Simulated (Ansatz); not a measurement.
# SiO2 (Fddd) in Ansatz: settings compared

One crystal, SiO2, is run at these levels: PBEsol+D3(BJ), PBE; tasks: relaxation of cell and atoms, single point.

Everything below comes from runs of Ansatz 0.2.0. Logs are shortened: lines on timing, memory, paths and dates and some standing lists are left out, and cuts for length are marked.

**1. The crystal as given**

The structure is orthorhombic, space group Fddd (No. 70). Conventional cell: a = 4.719 Å, b = 9.433 Å, c = 14.726 Å, α = 90.00°, β = 90.00°, γ = 90.00°. Si (site symmetry 2) is surrounded by 4 O at 1.60 to 1.62 Å. O (site symmetry 2) is surrounded by 2 Si at 1.62 Å. O (site symmetry -1) has 2 Si at 1.60 Å as nearest neighbours.

The cell comes from a database or a generator and needn't be the stable form of this composition.

**2. Relaxation of cell and atoms, PBEsol+D3(BJ)**

input.yaml

```yaml
crystal:
  lattice:
    - [0.0, 4.71625711, 7.3627753715]
    - [2.3595806657, 0.0, 7.3627753715]
    - [2.3595806657, 4.71625711, 0.0]
  atoms:
    - { symbol: Si, position: [0.93676892, 0.93676892, 0.56323108] }
    - { symbol: Si, position: [0.68676892, 0.68676892, 0.31323108] }
    - { symbol: Si, position: [0.31323108, 0.31323108, 0.68676892] }
    - { symbol: Si, position: [0.56323108, 0.56323108, 0.93676892] }
    - { symbol: O, position: [0.0634396, 0.4365604, 0.0634396] }
    - { symbol: O, position: [0.4365604, 0.0634396, 0.4365604] }
    - { symbol: O, position: [0.8134396, 0.1865604, 0.8134396] }
    - { symbol: O, position: [0.1865604, 0.8134396, 0.1865604] }
    - { symbol: O, position: [0.125, 0.625, 0.625] }
    - { symbol: O, position: [0.625, 0.625, 0.625] }
    - { symbol: O, position: [0.625, 0.625, 0.125] }
    - { symbol: O, position: [0.625, 0.125, 0.625] }
hamiltonian:
  xc: pbesol
  pseudopotentials: { kind: paw }
  dispersion: d3bj
kpoints:
  mp_grid: { grid: [7, 7, 7] }
scf:
  occupations: { method: fermi_dirac, width: 0.05 }
output:
  forces: true
  stress: true
  eigenvalues: true
  write_density: true
  write_potential: true
  elf: true
  volumetric_format: npy
relax:
  f_tol: 0.01
  max_steps: 40
  cell: { stress_tol: 0.05 }
```

Potentials or basis: Ansatz PAW.

Run with:

```bash
$ ansatz run input.yaml --threads 4 --pin off --max-ram 11264MiB --backend cpu --events-out ev --progress --plain --runs-dir out
```

What it wrote:

```text
Warning: RAYON_NUM_THREADS=4 ignored (pool sized by the plan → 4); use --threads N
Engine: ansatz 0.2.0, x86_64-unknown-linux-gnu
Pseudopotentials: kind: paw
Pseudopotential: Si, paw, valence charge 4, recommended cutoff 420 eV (normal), Si.paw.azcp
Pseudopotential: O, paw, valence charge 6, recommended cutoff 420 eV (normal), O.paw.azcp
Functional definition: PBEsol
  exchange = pbesol_x
  correlation = pbesol_c
Crystal: 12 atoms, lattice volume = 163.872 Å³
Basis set: ecut = 420 eV, 3169 PW (Γ), exchange–correlation on 120×108×72 points (8 copies of the dense FFT grid, shifted against one another)
Bands: 44, of which v1, the nominal top of the filled ones, is band 32 counted from 1 (31 counted from 0)
Symmetry: 8 space group operations
Space group: Fddd (ITA 70), of the structure as read, at distance tolerance 5.5e-5 Å
k-points: 64 of 343
Non-local potential: Si, projectors of the file, l = 0: 2, l = 1: 2, l = 2: 2
Non-local potential: O, projectors of the file, l = 0: 2, l = 1: 2, l = 2: 1
PAW form: soft (Blöchl's): semilocal exchange-correlation on the pseudo side does not see the compensation charge
PAW frozen core: Si, regenerated for the run's functional, and the local potential with it (the file was generated under x = pbe(κ = 0.804, μ = 0.2195149727645171), c = pbe(β = 0.06672455060314922))
PAW frozen core: O, regenerated for the run's functional, and the local potential with it (the file was generated under x = pbe(κ = 0.804, μ = 0.2195149727645171), c = pbe(β = 0.06672455060314922))
PAW one-centre angular grid: Si, 110 points (default); XC on 64 Gauss nodes
PAW one-centre angular grid: O, 110 points (default); XC on 64 Gauss nodes
Initial density: superposition of atomic densities (neutral atoms: chi_scale 0, normalization atom), corrected by the library's trained network
Initial wavefunctions: pseudopotential atomic-orbital guess
Functional: x = pbesol(κ = 0.804, μ = 0.12345679012345678), c = pbesol(β = 0.046)
SCF iter   1: F=—  HF=-6987.600852 eV  |F-HF|=—  |Δ(HF+E_count)|=         —  Δρ=1.19e-2  dr2=1.78e-1  ethr=1.77e-3  ⟨swp⟩=6.9  Hψ=14913  notcnv=0  defer=113
preconditioner: auto → Resta (q_TF=auto, 2.333 Å⁻¹)  ε∞=2.9  [insulator: Δε(μ)=5.571 eV  Ē_g=16.642 eV  σ=0.050 eV  W_gap=1.00  n_scr=30 (ndim 8)  ℏωp=23.2 eV  f_vac=0.190  D(μ)=0.00/eV (n_scr^D=0)  ε∞_Penn≈2.9]
SCF iter   2: F=—  HF=-6987.550905 eV  |F-HF|=—  |Δ(HF+E_count)|=   4.99e-2  Δρ=1.67e-3  dr2=1.54e-3  ethr=2.78e-4  ⟨swp⟩=2.4  Hψ=5320  notcnv=0  defer=322
[... 81 lines left out ...]
  E_smearing   = -0.000000  (= −TS)
  E_closure    = 0.000000  (closes the sum)
  Σ components = -6987.562471   (vs F -6987.562471, Δ=0.00e0)
--- Forces (eV/Å), atoms counted from 1 ---
  atom   1  Si    -0.00000000     0.00000000     0.00143135
  atom   2  Si     0.00000000    -0.00000000     0.00143135
  atom   3  Si     0.00000000    -0.00000000    -0.00143135
  atom   4  Si    -0.00000000     0.00000000    -0.00143135
  atom   5  O      0.00000000    -0.00017233    -0.00000000
  atom   6  O      0.00000000     0.00017233    -0.00000000
  atom   7  O     -0.00000000    -0.00017233     0.00000000
  atom   8  O      0.00000000     0.00017233     0.00000000
  atom   9  O     -0.00000000     0.00000000     0.00000000
  atom  10  O      0.00000000     0.00000000    -0.00000000
  atom  11  O     -0.00000000     0.00000000    -0.00000000
  atom  12  O      0.00000000     0.00000000     0.00000000
  max |Σ_I F_I| component: 2.71e-20 eV/Å
--- Stress (GPa, compression-positive) ---
       -0.015806       0.000000      -0.000000
        0.000000       0.006281      -0.000000
       -0.000000      -0.000000       0.012997
  P = ⅓ Tr σ = 0.0012 GPa (0.012 kbar)
--- Band table (eV; the first three rows and the last of 64) ---
  k-point 0: bands = ["-17.6060", "-16.6736", "-16.6577", "-15.5677", "-15.5278", "-15.4334", "-15.4208", "-15.4150", "-7.8797", "-6.0637", "-5.0991", "-4.1793", "-4.0577", "-3.6165", "-3.3681", "-3.1804", "-1.4535", "-0.9153", "-0.9140", "-0.8668", "-0.6880", "-0.5125", "-0.3903", "-0.0306", "0.0134", "0.1104", "0.5475", "0.9188", "1.1231", "1.2667", "1.6813", "1.6991", "7.3785", "9.9261", "9.9308", "10.3638", "10.3810", "11.2752", "11.8716", "12.0350", "12.8645", "13.2560", "13.3188", "14.0095"]
  k-point 1: bands = ["-17.5378", "-16.7681", "-16.5428", "-15.6209", "-15.5438", "-15.4698", "-15.4394", "-15.4338", "-7.6964", "-6.1590", "-5.1818", "-4.1186", "-3.9199", "-3.6125", "-3.4468", "-3.2076", "-1.4772", "-1.2112", "-0.8826", "-0.8376", "-0.5562", "-0.3679", "-0.2765", "-0.1306", "-0.0262", "0.0514", "0.6432", "0.9152", "1.0650", "1.2753", "1.5858", "1.6417", "7.7211", "10.1046", "10.1806", "10.3426", "10.6395", "11.2547", "11.8302", "12.1676", "12.4209", "13.0209", "13.0848", "13.5880"]
  k-point 2: bands = ["-17.3518", "-16.8187", "-16.4611", "-15.8679", "-15.5526", "-15.4990", "-15.4720", "-15.4491", "-7.2738", "-6.2867", "-5.3294", "-4.1663", "-3.8172", "-3.5528", "-3.4429", "-3.2277", "-1.5202", "-1.4285", "-0.8716", "-0.7991", "-0.6903", "-0.4293", "-0.2444", "-0.0586", "0.0118", "0.2916", "0.6918", "0.8732", "0.9742", "1.2942", "1.4468", "1.5080", "8.5705", "10.4335", "10.5739", "10.8013", "10.9945", "11.2193", "11.6853", "11.9080", "12.3114", "12.3999", "12.8542", "13.4440"]
  k-point 63: bands = ["-17.3156", "-17.2828", "-15.9470", "-15.8679", "-15.5502", "-15.5380", "-15.4315", "-15.4312", "-7.1961", "-7.0469", "-4.4268", "-4.1450", "-4.0336", "-3.7709", "-3.3887", "-3.3883", "-1.2466", "-1.1987", "-0.9003", "-0.8560", "-0.6465", "-0.6035", "-0.1551", "-0.1446", "0.0213", "0.1169", "0.8007", "0.9128", "1.1011", "1.2087", "1.4307", "1.5459", "8.7358", "8.7624", "10.4771", "10.5541", "11.0046", "11.0399", "11.4459", "11.6465", "12.6896", "12.7676", "13.3823", "13.5895"]
--- Relaxed structure (5 steps of the walk, 5 accepted, 1 SCFs on fresh bases) ---
  F+E_penalty+E_count = -6987.56247127 eV   max|allowed force component| = 1.431e-3 eV/Å   (the final SCF, on the basis selected at the relaxed cell)
  cell:  # Å, volume = 163.9735 Å³
    - [-7.435032045788087e-20, 4.718336930040367, 7.3715555511890924]
    - [2.357196079056581, 9.903800571115825e-34, 7.3715555511890924]
    - [2.357196079056581, 4.718336930040367, -2.3827370765657374e-20]
  atoms:
    - { symbol: Si, position: [0.9370693206099857, 0.9370693206099862, 0.5629306793900141] }
    - { symbol: Si, position: [0.687069320609986, 0.687069320609986, 0.31293067939001395] }
    - { symbol: Si, position: [0.312930679390014, 0.312930679390014, 0.687069320609986] }
    - { symbol: Si, position: [0.5629306793900138, 0.5629306793900143, 0.9370693206099859] }
    - { symbol: O, position: [0.06562500295064094, 0.43437499704935906, 0.06562500295064094] }
    - { symbol: O, position: [0.4343749970493591, 0.06562500295064089, 0.4343749970493591] }
    - { symbol: O, position: [0.815625002950641, 0.184374997049359, 0.8156250029506409] }
    - { symbol: O, position: [0.184374997049359, 0.815625002950641, 0.184374997049359] }
    - { symbol: O, position: [0.125, 0.625, 0.625] }
    - { symbol: O, position: [0.625, 0.625, 0.625] }
    - { symbol: O, position: [0.625, 0.625, 0.125] }
    - { symbol: O, position: [0.625, 0.125, 0.625] }
```

rho_z.tsv:

```text
# z_ang	rho[e/angstrom^3]
# format = ansatz-planar-average/11
# lattice	-0.000000000	4.718336930	7.371555551
# lattice	2.357196079	0.000000000	7.371555551
# lattice	2.357196079	4.718336930	-0.000000000
# sites	12
# site	14	3.535794119	7.077505395	13.815317104
# site	14	2.357196079	4.718336930	10.129539329
# site	14	2.357196079	4.718336930	4.613571774
# site	14	3.535794119	7.077505395	8.299349549
# site	8	1.178598040	0.619281750	3.685777776
# site	8	1.178598040	4.099055180	3.685777776
# site	8	2.357196079	7.696787145	7.371555551
# site	8	2.357196079	1.739886715	7.371555551
# site	8	2.946495099	3.538752698	5.528666663
# site	8	2.946495099	5.897921163	9.214444439
# site	8	1.767897059	3.538752698	9.214444439
# site	8	1.767897059	5.897921163	5.528666663
0.000000	3.026579e-1
0.146511	3.612860e-1
0.293021	4.221746e-1
0.439532	4.723584e-1
0.586042	5.005715e-1
0.732553	5.005715e-1
[... 28 lines left out ...]
4.981358	2.339615e-1
5.127869	2.575651e-1
```

v_z.tsv:

```text
# z_ang	v_es[eV]	v_tot[eV]
# format = ansatz-planar-average/11
# xc	pbesol
# density_cutoff_ev	1680
# datasets	Si=:simpson_from_first_knot:soft:shift=-540422	O=:simpson_from_first_knot:soft:shift=-234619
# lattice	-0.000000000	4.718336930	7.371555551
# lattice	2.357196079	0.000000000	7.371555551
# lattice	2.357196079	4.718336930	-0.000000000
# sites	12
# site	14	3.535794119	7.077505395	13.815317104
# site	14	2.357196079	4.718336930	10.129539329
# site	14	2.357196079	4.718336930	4.613571774
# site	14	3.535794119	7.077505395	8.299349549
# site	8	1.178598040	0.619281750	3.685777776
# site	8	1.178598040	4.099055180	3.685777776
# site	8	2.357196079	7.696787145	7.371555551
# site	8	2.357196079	1.739886715	7.371555551
# site	8	2.946495099	3.538752698	5.528666663
# site	8	2.946495099	5.897921163	9.214444439
# site	8	1.767897059	3.538752698	9.214444439
# site	8	1.767897059	5.897921163	5.528666663
0.000000	3.461374e0	-4.702238e0
0.146511	3.206533e0	-5.040912e0
0.293021	2.942812e0	-5.376092e0
0.439532	2.787299e0	-5.605687e0
0.586042	2.746421e0	-5.719317e0
0.732553	2.746421e0	-5.719317e0
[... 28 lines left out ...]
4.981358	3.515668e0	-4.554524e0
5.127869	3.573288e0	-4.525006e0
```

Wall time 27 s (4 threads of Intel Xeon 6975P-C (Granite Rapids), shared host); peak memory 0.84 GiB.

What came out:

```
Free energy                            : -6987.5625 eV
Relaxed volume                         : 13.66 Å³/atom
Relaxed cell                           : a = 8.752 Å, b = 7.739 Å, c = 5.274 Å, α = 82.18°, β = 61.17°, γ = 36.66°
Space group after relaxing (to 0.05 Å) : Fddd (No. 70)
Energy gained by relaxing              : 0.9 meV/atom
Ionic steps                            : 6
Pressure after relaxing                : 0.0 GPa
Band gap on the k mesh                 : 5.68 eV, direct
```

Step by step:
```csv
step,energy change (eV),largest force (eV/Å),volume (Å³)
1,0.0000,0.2256,163.87
2,-0.0037,0.1671,164.16
3,-0.0081,0.0351,164.34
4,-0.0098,0.0171,164.08
5,-0.0103,0.0014,163.97
6,-0.0107,0.0014,163.97
```

Final structure:
```
CELL_PARAMETERS angstrom
0.00000 4.71834 7.37156
2.35720 0.00000 7.37156
2.35720 4.71834 0.00000
ATOMIC_POSITIONS crystal
Si 0.93707 0.93707 0.56293
Si 0.68707 0.68707 0.31293
Si 0.31293 0.31293 0.68707
Si 0.56293 0.56293 0.93707
O 0.06563 0.43437 0.06563
O 0.43437 0.06563 0.43437
O 0.81563 0.18437 0.81563
O 0.18437 0.81563 0.18437
O 0.12500 0.62500 0.62500
O 0.62500 0.62500 0.62500
O 0.62500 0.62500 0.12500
O 0.62500 0.12500 0.62500
```

Caveat: odd divisions of the mesh miss points on the zone boundary, where band edges often lie, so the gap on the mesh can be too wide; the plane-wave basis is chosen anew once the cell has moved, so the energies of steps on either side of that aren't comparable; the pressure holds a Pulay correction of +0.6 GPa for the finite cutoff; the PAW data sets come from PBE, with cores solved anew for the run's functional, which leaves a small shift of forces and pressure.

(Part 1 of 2 ends here.)
